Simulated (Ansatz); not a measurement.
GeTe (R3m), relaxed with PBEsol (Ansatz, a quantum-chemistry and plane-wave program, plane waves, PAW): a = 4.162 Å, b = 4.162 Å, c = 10.492 Å, α = 90.00°, β = 90.00°, γ = 120.00°.

```
Property              Result
--------------------  ------
gap (eV)                0.40
B₀ by P(V) fit (GPa)    43.2
```

Q: The same phase is relaxed and computed with HSE06 in the same code. What are the cell and these values now?

A: a = b = 4.178 Å, c = 11.009 Å, α = β = 90.00°, γ = 120.00°.

* **gap (eV)**: 0.75
* **B₀ by P(V) fit (GPa)**: 33.2

All cells were relaxed under the symmetry of their starts (and spin orders); stability against distortions was not tested throughout. Scalar-relativistic: spin–orbit coupling is off unless named, which matters more the heavier the elements.

Potentials: the later of the program's two PAW sets.

Ansatz is a plane-wave DFT program.
